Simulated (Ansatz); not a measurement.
AgBr:

```xyz
2
Lattice="0.0000 2.8702 2.8702 2.8702 0.0000 2.8702 2.8702 2.8702 0.0000" Properties=species:S:1:pos:R:3 pbc="T T T"
Ag    0.0000    0.0000    0.0000
Br    2.8702    2.8702    2.8702
```

```yaml
Program: Ansatz 0.2.0
Task: relaxation of cell and atoms
Functional: RPBE
Potentials_or_basis: all-electron LAPW, scalar-relativistic
Basis_error_allowed: 0.001 eV/atom
k_mesh: 8 × 8 × 8
Occupations: fermi-dirac, width 0.05 eV
Spin: no spin polarisation
```

At the start: volume 23.64 Å³/atom.

**Question.** How do energy, volume and symmetry change on relaxing?

**Answer.** Over 4 steps the energy falls by 45.6 meV/atom and the volume is 26.95 Å³/atom (+14.0 %); space group Fm-3m (No. 225, to 0.05 Å).

The path:
| step | energy change (eV) | largest force (eV/Å) | volume (Å³) |
| --- | --- | --- | --- |
| 1 | 0.0000 | 0.0000 | 47.29 |
| 2 | -0.0911 | 0.0000 | 54.01 |
| 3 | -0.0912 | 0.0000 | 53.89 |
| 4 | -0.0912 | 0.0000 | 53.89 |

Final structure:
```cif
data_structure
_symmetry_space_group_name_H-M 'P 1'
_symmetry_Int_Tables_number 1
_cell_length_a 4.2398
_cell_length_b 4.2398
_cell_length_c 4.2398
_cell_angle_alpha 60.000
_cell_angle_beta 60.000
_cell_angle_gamma 60.000
_cell_volume 53.89
loop_
_atom_site_label
_atom_site_type_symbol
_atom_site_fract_x
_atom_site_fract_y
_atom_site_fract_z
_atom_site_occupancy
Ag1 Ag 0.00000 0.00000 0.00000 1
Br1 Br 0.50000 0.50000 0.50000 1
```

Caveat: the volume moved by +14 % from the deposited cell, more than functionals usually miss.
